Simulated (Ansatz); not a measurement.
Crystal: GaN.

```xyz
2
Lattice="0.0000 2.2535 2.2535 2.2535 0.0000 2.2535 2.2535 2.2535 0.0000" Properties=species:S:1:pos:R:3 pbc="T T T"
Ga    0.0000    0.0000    0.0000
N     1.1268    1.1268    1.1268
```

The cell is a database's computed one.

| Property | Result |
| --- | --- |
| Program | Ansatz 0.2.0 |
| Task | relaxation of cell and atoms |
| Functional | revPBE |
| Potentials or basis | all-electron LAPW, scalar-relativistic |
| Basis error allowed | 0.001 eV/atom |
| k mesh | 10 × 10 × 10 |
| Occupations | fermi-dirac, width 0.05 eV |
| Spin | no spin polarisation |

At the start: volume 11.44 Å³/atom.

How do energy, volume and symmetry change on relaxing?

Over 5 steps the energy falls by 12.1 meV/atom and the volume is 11.95 Å³/atom (+4.5 %); space group F-43m (No. 216, to 0.05 Å).

Step by step:
```
step  energy change (eV)  largest force (eV/Å)  volume (Å³)
   1              0.0000                0.0000        22.89
   2             -0.0197                0.0000        23.46
   3             -0.0241                0.0000        23.88
   4             -0.0242                0.0000        23.91
   5             -0.0242                0.0000        23.91
```

Final structure:
```
Ga N
1.0
     0.00000    2.28650    2.28650
     2.28650    0.00000    2.28650
     2.28650    2.28650    0.00000
Ga N
1 1
Direct
  0.00000 0.00000 0.00000
  0.25000 0.25000 0.25000
```
